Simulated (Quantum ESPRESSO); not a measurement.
# Au under changes of volume

One of the cells (17.771 Å³/atom); the others are scaled copies at fixed shape and fractional positions:

```
CELL_PARAMETERS angstrom
2.90000 0.00000 0.00000
-1.45000 2.51147 0.00000
0.00000 0.00000 4.88000
ATOMIC_POSITIONS crystal
Au 0.66667 0.33333 0.25000
Au 0.33333 0.66667 0.75000
```

This isn't the form of Au at room conditions, which is fcc.

* Program: Quantum ESPRESSO 7.5
* Functional: LDA
* Potentials or basis: GBRV 1.5 LDA
* Cutoff: 612 eV
* Density cutoff: 4898 eV
* k mesh: 11 × 11 × 6
* Occupations: fermi-dirac, width 0.05 eV
* Spin: no spin polarisation

| volume (Å³/atom) | energy over the lowest point (meV/atom) | pressure (GPa) |
| --- | --- | --- |
| 16.705 | 0.00 | -1.7 |
| 17.060 | 7.63 | -5.3 |
| 17.416 | 22.75 | -8.5 |
| 17.771 | ? | ? |
| 18.127 | 71.56 | -13.6 |
| 18.482 | 103.70 | -15.6 |
| 18.837 | 139.97 | -17.3 |

What does the run at 17.771 Å³/atom give?

Energy over the lowest point 44.31 meV/atom; pressure -11.2 GPa.

Worked out: A Birch-Murnaghan fit of order 3 (a polynomial in V^(-2/3)) to the other rows has its minimum at 16.56 Å³/atom, just outside them, with B0 = V·E''(V) = 190 GPa and B' = 5.4 at fixed shape and positions, which overstates the stiffness. It gives 44.31 meV/atom at 17.771 Å³/atom, against the run's 44.31, and -dE/dV = -11.1 GPa, against -11.2.

Energies are extrapolated to zero smearing.
